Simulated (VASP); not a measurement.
Here is a VASP 6.6.1 calculation.

Contents of INCAR:

```
SYSTEM = GaN
PREC = Accurate
ENCUT = 600
EDIFF = 1E-6
ISMEAR = 0
SIGMA = 0.03
LREAL = .False.
LASPH = .True.
NELM = 80
ALGO = Normal
ISIF = 3
LWAVE = .False.
LCHARG = .False.
GGA = AM
IBRION = 2
NSW = 90
EDIFFG = -0.01
```

KPOINTS

```
regular mesh
0
Gamma
  12 12 5
  0 0 0
```

POSCAR

```
GaN
1.0
    3.1800000000      0.0000000000      0.0000000000
   -1.5900000000      2.7539607840      0.0000000000
    0.0000000000      0.0000000000      5.1660000000
Ga N
2 2
Direct
    0.3333333333      0.6666666667      0.0000000000
    0.6666666667      0.3333333333      0.5000000000
    0.3333333333      0.6666666667      0.3750000000
    0.6666666667      0.3333333333      0.8750000000
```

Potentials or basis: VASP PAW PBE potentials, release 64 (Ga_d, N).

Launch:

```sh
$ cat potpaw_PBE.64/Ga_d/POTCAR potpaw_PBE.64/N/POTCAR > POTCAR
$ mpirun -np 1 vasp_std > vasp.out
```

Task: Estimate the relaxed volume.

Result: 11.33 Å³/atom.

Task: Predict the band gap on the k mesh.

Result: 2.01 eV, direct.

Task: Estimate the relaxed cell.

Result: a = 3.178 Å, b = 3.178 Å, c = 5.183 Å, α = 90.00°, β = 90.00°, γ = 120.00°.

Stress tensor (GPa, compression positive):
```
 0.04  0.00  0.00
 0.00  0.04  0.00
 0.00  0.00 -0.12
```

Caveat: the PAW data sets were made with another functional, which shifts forces and pressure a little.
